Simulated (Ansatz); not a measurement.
# LiH (CsCl type): the dielectric function from several functionals, part 2 of 2

How does LiH (CsCl type) absorb light if electrons and holes don't interact? The runs, in order: HSE06 for the gap; optics with PBE on 8×8×8; optics with r2SCAN on 8×8×8; optics with PBE and scissors to the HSE06 gap on 8×8×8.

Ansatz 0.2.0; plane waves, PAW; no local fields, no excitons. Earlier steps stand in the parts before.

## Step 4: Optics, r2SCAN

Contents of input.yaml:

```yaml
crystal:
  lattice:
    - [2.5016587118, 0.0, 0.0]
    - [0.0, 2.5016587118, 0.0]
    - [0.0, 0.0, 2.5016587118]
  atoms:
    - { symbol: Li, position: [0.0, 0.0, 0.0] }
    - { symbol: H, position: [0.5, 0.5, 0.5] }
kpoints:
  mp_grid: { grid: [8, 8, 8] }
hamiltonian:
  xc: r2scan
scf:
  occupations: { method: fixed }
output:
  optics:
    e_range: [0, 12]
    de: 0.05
    sigma: 0.1
    bands: { spectra_wanted_up_to: 12 }
  write_density: true
  write_potential: true
  elf: true
  volumetric_format: npy
```

Started as:

```bash
> ansatz run input.yaml --threads 4 --pin off --max-ram 3686MiB --backend cpu --events-out ev --progress --plain --runs-dir out
```

The program printed:

```text
Warning: RAYON_NUM_THREADS=4 ignored (pool sized by the plan → 4); use --threads N
Engine: ansatz 0.2.0, x86_64-unknown-linux-gnu
Pseudopotentials: kind: paw
Pseudopotential: Li, paw, valence charge 3, recommended cutoff 500 eV (meta_gga), Li.paw.azcp
Pseudopotential: H, paw, valence charge 1, recommended cutoff 500 eV (meta_gga), H.paw.azcp
Functional definition: r2SCAN
  parameter k0 = 0.174
  parameter k1 = 0.065
  parameter a1 = 4.9479
  exchange = r2scan_x(k0 = k0, k1 = k1, a1 = a1)
  correlation = r2scan_c
Crystal: 2 atoms, lattice volume = 15.656 Å³
Basis set: ecut = 500 eV, 389 PW (Γ), exchange–correlation on 80×80×80 points (64 copies of the dense FFT grid, shifted against one another)
Bands: 6, of which v1, the nominal top of the filled ones, is band 2 counted from 1 (1 counted from 0)
Symmetry: 48 space group operations
Space group: Pm-3m (ITA 221), of the structure as read, at distance tolerance 2.5e-5 Å
k-points: 35 of 512
Non-local potential: Li, projectors of the file, l = 0: 3, l = 1: 2, l = 2: 1
Non-local potential: H, projectors of the file, l = 0: 2, l = 1: 1
PAW form: soft (Blöchl's): semilocal exchange-correlation on the pseudo side does not see the compensation charge
PAW one-centre angular grid: Li, 302 points (default); XC on 327 of its mesh's 2665 points in the sphere
PAW one-centre angular grid: H, 302 points (default); XC on 160 Gauss nodes
Initial density: superposition of atomic densities (neutral atoms: chi_scale 0, normalization atom), corrected by the library's trained network
Initial wavefunctions: pseudopotential atomic-orbital guess
Functional: x = r2scan, c = r2scan; τ floored in thin density (d = 2e-4 eV/Å³)
SCF iter   1: F=—  HF=-221.500514 eV  |F-HF|=—  |Δ(HF+E_count)|=         —  Δρ=6.79e-3  dr2=6.93e-3  dr2_τ=2.14e-3  ethr=1.77e-3  ⟨swp⟩=4.0  Hψ=1526  notcnv=0  defer=62
preconditioner: auto → none  [insulator: Δε(μ)=0.946 eV  Ē_g=15.179 eV  n_scr=0 (ndim 8)  ℏωp=13.3 eV  f_vac=0.000  ε∞_Penn≈1.8]
SCF iter   2: F=—  HF=-221.531981 eV  |F-HF|=—  |Δ(HF+E_count)|=   3.15e-2  Δρ=3.83e-3  dr2=2.54e-3  dr2_τ=1.97e-5  ethr=1.73e-4  ⟨swp⟩=2.2  Hψ=643  notcnv=0  defer=61
SCF iter   3: F=—  HF=-221.532211 eV  |F-HF|=—  |Δ(HF+E_count)|=   2.30e-4  Δρ=1.66e-3  dr2=4.33e-4  dr2_τ=7.95e-6  ethr=6.36e-5  ⟨swp⟩=2.0  Hψ=319  notcnv=0  defer=66
SCF iter   4: F=—  HF=-221.532278 eV  |F-HF|=—  |Δ(HF+E_count)|=   6.72e-5  Δρ=5.49e-4  dr2=4.30e-5  dr2_τ=6.89e-7  ethr=1.08e-5  ⟨swp⟩=2.3  Hψ=315  notcnv=0  defer=66
SCF iter   5: F=—  HF=-221.532272 eV  |F-HF|=—  |Δ(HF+E_count)|=   6.78e-6  Δρ=1.95e-5  dr2=6.50e-8  dr2_τ=6.89e-9  ethr=1.07e-6  ⟨swp⟩=2.1  Hψ=319  notcnv=0  defer=66
SCF iter   6: F=—  HF=-221.532271 eV  |F-HF|=—  |Δ(HF+E_count)|=   3.30e-7  Δρ=1.10e-5  dr2=1.91e-8  dr2_τ=1.61e-10  ethr=1.63e-9  ⟨swp⟩=2.0  Hψ=247  notcnv=0
SCF iter   7: F=—  HF=-221.532271 eV  |F-HF|=—  |Δ(HF+E_count)|=   1.44e-8  Δρ=4.29e-6  dr2=2.74e-9  dr2_τ=4.66e-11  ethr=4.78e-10  ⟨swp⟩=2.0  Hψ=245  notcnv=0
SCF iter   8: F=—  HF=-221.532271 eV  |F-HF|=—  |Δ(HF+E_count)|=   3.39e-9  Δρ=1.06e-6  dr2=1.62e-10  dr2_τ=2.33e-12  ethr=6.85e-11  ⟨swp⟩=2.0  Hψ=245  notcnv=0
SCF iter   9: F=-221.532271 eV  HF=-221.532271 eV  |F-HF|=8.24e-13  |Δ(HF+E_count)|=  3.98e-13  Δρ=2.14e-8  dr2=3.51e-14  dr2_τ=3.94e-14  ethr=1.00e-12  ⟨swp⟩=2.3  Hψ=1090  notcnv=0
SCF 1 converged in 9 iterations: F = -221.532271 eV  dr2 = 3.51e-14
NSCF: frozen V_eff on 35 k-points
Optics k sum: 0 of 35 k-points
[...]
NSCF: frozen V_eff on 35 k-points
Optics k sum: 0 of 35 k-points
[...]
output.optics: what the bands over the 13 summed would add to eps1, eps2 and the energy-loss function is held between a lower and an upper bound (2 Lanczos steps). eps1, eps2 and their loss function (loss_summed_bands) are given on every row as the summed bands alone make them. Along an axis, on a row where the two bounds hold the loss function to about 1 % of the greater of itself and 0.5 % of |1/eps|, its cell (loss_completed) is given, with the completed eps1 and eps2 that it is formed of (a cell that is left empty reads nan in the table and null in the record). The two bounds hold it so along every axis on all 241 rows up to 12.000 eV. The run works to bound the rows up to 12.000 eV and no higher ones: a peak of the loss function over that energy may be left empty with no warning. To have the run work for it, set output.optics.bands.spectra_wanted_up_to to a higher energy. To bound the rows up to 12.000 eV, whichever of them the table shows (the first pass's bands fell short of that, or broke a premise of the two bounds), the run solved the spectra's band pass at 8 and 13 bands: the last count reaches them. perfect_screening_sum, loss_f_sum_n_eff and, beside carriers, perfect_screening_limit are those of loss_summed_bands: over the bounded function the two sums would run over rows that are not all bounded, and lack what the bands left out lay past the top of the energy grid. Bounded is said of the bands left out alone, which are those that the basis at basis.ecutwfc holds: it says nothing of that cutoff, of the k-point mesh, of what the sum inside its cells errs by (eps2_relative_error), of the factors of all_electron_strengths, nor of how far the SCF is converged. The bands left out are taken at the k-points, and what their mean over the points' cells stands off that by is in neither bound: the run's estimate of it, which the test of a row counts in, is 0.00 % of |eps| at the most among the values given; where the mean stood off by over 0.5 % the points' spread read 0.1 to 3 times that
SCF converged after 9 iterations
Free energy (F): -221.532271 eV
Harris-Foulkes:  -221.532271 eV  (|F-HF|=8.24e-13)
Internal energy: -221.532271 eV  (E = F + TS)
E sigma→0 (E₀):  -221.532271 eV
Fermi energy:    4.133968 eV
--- Per-component energies (eV) ---
  E_band       = -93.564949
  E_kinetic    = 36.179021
  E_local      = -121.411092  (includes V_loc(G=0)·N_el)
  E_nonlocal   = -31.873647
  E_hartree    = 33.490058
  E_xc         = -20.073453
  E_vxc        = -28.269593  (∫ρ·V_xc dr)
  E_paw        = -22.336873  (= ΣΔE_a)
  E_vpaw       = -16.637545  (= ΣTr[D̂ρ^β])
  E_aug_tail   = -0.000383  (compensation charges beyond the density's cutoff)
  E_vtau       = 1.468175  (kinetic-family band-sum trace: ∫τ·v_τ [+ j·A + Jᵃ·Aᵃ] dr)
  E_ewald      = -95.505901
  E_smearing   = -0.000000  (= −TS)
  E_closure    = 0.000000  (closes the sum)
  Σ components = -221.532271   (vs F -221.532271, Δ=0.00e0)
--- Band table (eV; the first three rows and the last of 35) ---
  k-point 0: bands = ["-45.5301", "-5.0625", "17.0630", "17.0630", "17.0630", "17.9819"]
  k-point 1: bands = ["-45.5227", "-4.8124", "13.3283", "17.4342", "17.4342", "18.0155"]
  k-point 2: bands = ["-45.5049", "-4.1131", "9.3482", "17.5004", "18.5353", "18.5353"]
  k-point 34: bands = ["-45.3940", "4.1340", "11.6285", "11.6285", "11.6285", "13.2856"]
```

It took 20 s on 4 threads of Intel Xeon at 2.50GHz (Skylake/Cascade Lake), shared host; peak memory 0.55 GiB.

optics.tsv begins:

```
# eps_inf(xx yy zz) = 4.090301 4.090301 4.090301
# eps_inf_bands = all
# eps_inf_summed_bands(xx yy zz) = 4.083173 4.083173 4.083173
# eps_inf_completed(xx yy zz) = 4.090301 4.090301 4.090301
# eps2_relative_error = 0.0024
# eps_inf_relative_error = 0.0042
# f_sum_n_eff(xx yy zz) = 3.043396 3.043396 3.043396 of n_electrons = 4.000000
# n_bands = 13
# n_bands_set_by = photon_energy
# valid_up_to_ev = 37.576823
# least_direct_gap_ev = 4.917344e0 at k(fractional) = 0.000000 -0.500000 -0.500000, k_point = 14, channel = 0, bands = 1 2 (counted from 0)
```

The dielectric function from optics.tsv (isotropic), one row in 10 (narrow peaks fall between the rows):

```
E (eV)  ε₂ xx  ε₁ xx
  4.65   0.00   8.14
  5.15   4.86  10.92
  5.65   8.08   8.82
  6.15  11.34   4.07
  6.65   9.16   0.73
  7.15   7.71  -0.82
  7.65   6.68  -1.84
  8.15   4.49  -3.22
  8.65   2.96  -2.57
  9.15   2.18  -1.99
  9.65   1.75  -1.63
 10.15   1.42  -1.33
 10.65   1.16  -1.09
 11.15   0.96  -0.87
 11.65   0.81  -0.69
```

Tallest peaks of ε₂: 11.5 at 6.05 eV.

## Step 5: Optics, PBE + 1.05 eV scissors

The scissors of 1.053 eV comes from the difference of HSE06 and PBE direct gaps in separate runs.

input.yaml, as its differences from that of step 4:

```diff
@@ -11,3 +11,3 @@
 hamiltonian:
-  xc: r2scan
+  xc: pbe
 scf:
@@ -20,5 +20,2 @@
     bands: { spectra_wanted_up_to: 12 }
-  write_density: true
-  write_potential: true
-  elf: true
-  volumetric_format: npy
+    scissors: 1.053
```

Started as:

```bash
> ansatz run input.yaml --threads 4 --pin off --max-ram 3686MiB --backend cpu --events-out ev --progress --plain --runs-dir out
```

The program printed:

```text
Warning: RAYON_NUM_THREADS=4 ignored (pool sized by the plan → 4); use --threads N
Engine: ansatz 0.2.0, x86_64-unknown-linux-gnu
Pseudopotentials: kind: paw
Pseudopotential: Li, paw, valence charge 3, recommended cutoff 420 eV (normal), Li.paw.azcp
Pseudopotential: H, paw, valence charge 1, recommended cutoff 420 eV (normal), H.paw.azcp
Functional definition: PBE
  parameter kappa = 0.804
  parameter beta = 0.06672455060314922
  exchange = pbe_x(kappa = kappa, mu = beta*pi^2/3)
  correlation = pbe_c(beta = beta)
Crystal: 2 atoms, lattice volume = 15.656 Å³
Basis set: ecut = 420 eV, 305 PW (Γ)
Bands: 6, of which v1, the nominal top of the filled ones, is band 2 counted from 1 (1 counted from 0)
Symmetry: 48 space group operations
Space group: Pm-3m (ITA 221), of the structure as read, at distance tolerance 2.5e-5 Å
k-points: 35 of 512
Non-local potential: Li, projectors of the file, l = 0: 3, l = 1: 2, l = 2: 1
Non-local potential: H, projectors of the file, l = 0: 2, l = 1: 1
PAW form: soft (Blöchl's): semilocal exchange-correlation on the pseudo side does not see the compensation charge
PAW one-centre angular grid: Li, 110 points (default); XC on 64 Gauss nodes
PAW one-centre angular grid: H, 110 points (default); XC on 64 Gauss nodes
Initial density: superposition of atomic densities (neutral atoms: chi_scale 0, normalization atom), corrected by the library's trained network
Initial wavefunctions: pseudopotential atomic-orbital guess
Functional: x = pbe(κ = 0.804, μ = 0.2195149727645171), c = pbe(β = 0.06672455060314922)
SCF iter   1: F=—  HF=-220.922492 eV  |F-HF|=—  |Δ(HF+E_count)|=         —  Δρ=3.32e-3  dr2=1.66e-3  ethr=1.77e-3  ⟨swp⟩=3.9  Hψ=1507  notcnv=0  defer=61
preconditioner: auto → none  [insulator: Δε(μ)=0.757 eV  Ē_g=14.056 eV  n_scr=0 (ndim 8)  ℏωp=13.3 eV  f_vac=0.000  ε∞_Penn≈1.9]
SCF iter   2: F=—  HF=-220.922007 eV  |F-HF|=—  |Δ(HF+E_count)|=   4.85e-4  Δρ=9.17e-4  dr2=1.37e-4  ethr=4.14e-5  ⟨swp⟩=1.9  Hψ=555  notcnv=0  defer=66
SCF iter   3: F=—  HF=-220.921974 eV  |F-HF|=—  |Δ(HF+E_count)|=   3.28e-5  Δρ=1.22e-4  dr2=1.09e-6  ethr=3.41e-6  ⟨swp⟩=2.6  Hψ=310  notcnv=0  defer=66
SCF iter   4: F=—  HF=-220.921975 eV  |F-HF|=—  |Δ(HF+E_count)|=   1.12e-6  Δρ=2.17e-5  dr2=5.89e-8  ethr=2.73e-8  ⟨swp⟩=2.0  Hψ=245  notcnv=0  defer=1
SCF iter   5: F=—  HF=-220.921975 eV  |F-HF|=—  |Δ(HF+E_count)|=   2.42e-8  Δρ=1.16e-6  dr2=1.49e-10  ethr=1.47e-9  ⟨swp⟩=1.2  Hψ=216  notcnv=0  defer=1
SCF iter   6: F=-220.921975 eV  HF=-220.921975 eV  |F-HF|=5.68e-14  |Δ(HF+E_count)|=  3.03e-11  Δρ=6.02e-8  dr2=3.54e-13  ethr=1.00e-12  ⟨swp⟩=3.9  Hψ=912  notcnv=0
SCF 1 converged in 6 iterations: F = -220.921975 eV  dr2 = 3.54e-13
NSCF: frozen V_eff on 35 k-points
Optics k sum: 0 of 35 k-points
[...]
NSCF: frozen V_eff on 35 k-points
Optics k sum: 0 of 35 k-points
[...]
output.optics: what the bands over the 11 summed would add to eps1, eps2 and the energy-loss function is held between a lower and an upper bound (2 Lanczos steps). eps1, eps2 and their loss function (loss_summed_bands) are given on every row as the summed bands alone make them. Along an axis, on a row where the two bounds hold the loss function to about 1 % of the greater of itself and 0.5 % of |1/eps|, its cell (loss_completed) is given, with the completed eps1 and eps2 that it is formed of (a cell that is left empty reads nan in the table and null in the record). The two bounds hold it so along every axis on all 241 rows up to 12.000 eV. The run works to bound the rows up to 12.000 eV and no higher ones: a peak of the loss function over that energy may be left empty with no warning. To have the run work for it, set output.optics.bands.spectra_wanted_up_to to a higher energy. To bound the rows up to 12.000 eV, whichever of them the table shows (the first pass's bands fell short of that, or broke a premise of the two bounds), the run solved the spectra's band pass at 7 and 11 bands: the last count reaches them. perfect_screening_sum, loss_f_sum_n_eff and, beside carriers, perfect_screening_limit are those of loss_summed_bands: over the bounded function the two sums would run over rows that are not all bounded, and lack what the bands left out lay past the top of the energy grid. Bounded is said of the bands left out alone, which are those that the basis at basis.ecutwfc holds: it says nothing of that cutoff, of the k-point mesh, of what the sum inside its cells errs by (eps2_relative_error), of the factors of all_electron_strengths, nor of how far the SCF is converged. The bands left out are taken at the k-points, and what their mean over the points' cells stands off that by is in neither bound: the run's estimate of it, which the test of a row counts in, is 0.01 % of |eps| at the most among the values given; where the mean stood off by over 0.5 % the points' spread read 0.1 to 3 times that
SCF converged after 6 iterations
Free energy (F): -220.921975 eV
Harris-Foulkes:  -220.921975 eV  (|F-HF|=5.68e-14)
Internal energy: -220.921975 eV  (E = F + TS)
E sigma→0 (E₀):  -220.921975 eV
Fermi energy:    4.214106 eV
--- Per-component energies (eV) ---
  E_band       = -89.732750
  E_kinetic    = 35.953726
  E_local      = -121.234372  (includes V_loc(G=0)·N_el)
  E_nonlocal   = -31.825460
  E_hartree    = 33.424347
  E_xc         = -20.214019
  E_vxc        = -26.105406  (∫ρ·V_xc dr)
  E_paw        = -21.519077  (= ΣΔE_a)
  E_vpaw       = -13.368713  (= ΣTr[D̂ρ^β])
  E_aug_tail   = -0.001218  (compensation charges beyond the density's cutoff)
  E_ewald      = -95.505901
  E_smearing   = -0.000000  (= −TS)
  E_closure    = 0.000000  (closes the sum)
  Σ components = -220.921975   (vs F -220.921975, Δ=0.00e0)
--- Band table (eV; the first three rows and the last of 35) ---
  k-point 0: bands = ["-43.8903", "-4.6306", "16.1708", "16.1708", "16.1708", "16.7772"]
  k-point 1: bands = ["-43.8825", "-4.3945", "12.5994", "16.5220", "16.5220", "16.8321"]
  k-point 2: bands = ["-43.8636", "-3.7330", "8.8152", "16.3388", "17.5577", "17.5577"]
  k-point 34: bands = ["-43.7450", "4.2141", "10.6312", "10.6312", "10.6312", "12.9860"]
```

It took 19 s on 4 threads of Intel Xeon at 2.50GHz (Skylake/Cascade Lake), shared host; peak memory 0.55 GiB.

From the head of optics.tsv:

```
# eps_inf(xx yy zz) = 4.153326 4.153326 4.153326
# eps_inf_bands = all
# eps_inf_summed_bands(xx yy zz) = 4.143711 4.143711 4.143711
# eps_inf_completed(xx yy zz) = 4.153326 4.153326 4.153326
# eps2_relative_error = 0.0023
# eps_inf_relative_error = 0.0044
# f_sum_n_eff(xx yy zz) = 2.780314 2.780314 2.780314 of n_electrons = 4.000000
# n_bands = 11
# n_bands_set_by = photon_energy
# valid_up_to_ev = 29.814335
# least_direct_gap_ev = 4.214477e0 at k(fractional) = 0.000000 -0.500000 -0.500000, k_point = 14, channel = 0, bands = 1 2 (counted from 0)
```

The dielectric function from optics.tsv (isotropic), one row in 9 (narrow peaks fall between the rows):

```tsv
E (eV)	ε₂ xx	ε₁ xx
5.00	0.00	8.73
5.45	4.93	12.13
5.90	8.42	9.62
6.35	12.67	6.31
6.80	10.57	1.09
7.25	8.82	-0.59
7.70	7.58	-1.50
8.15	6.78	-2.61
8.60	4.35	-3.63
9.05	2.97	-2.95
9.50	2.19	-2.39
9.95	1.75	-1.88
10.40	1.48	-1.58
10.85	1.23	-1.33
11.30	1.03	-1.11
11.75	0.87	-0.92
```

Tallest peaks of ε₂: 12.8 at 6.40 eV.

## Step 6: Comparison

```
                 level   mesh  least direct gap on the mesh (eV)    ε∞  tallest peak of ε₂  time
                   PBE  8×8×8                               4.21  4.70     12.8 at 5.35 eV  15 s
                r2SCAN  8×8×8                               4.92  4.09     11.5 at 6.05 eV  20 s
PBE + 1.05 eV scissors  8×8×8                               5.27  4.15     12.8 at 6.40 eV  19 s
```

## Step 7: Summary of results

This closing draws on all 2 parts.

| quantity | value |
| --- | --- |
| ε∞, PBE | 4.70 |
| ε∞, r2SCAN | 4.09 |
| ε∞, PBE + 1.05 eV scissors | 4.15 |
| tallest peak of ε₂, PBE | 12.8 at 5.35 eV |
| tallest peak of ε₂, r2SCAN | 11.5 at 6.05 eV |
| tallest peak of ε₂, PBE + 1.05 eV scissors | 12.8 at 6.40 eV |
| HSE06 direct gap | 5.27 eV |

In words: PBE + 1.05 eV scissors has the widest direct gap (5.27 eV) and PBE the narrowest (4.21 eV); ε∞ is 4.15 and 4.70. Local fields and excitons are left out: both change ε∞, and without excitons the onset lacks its lines.
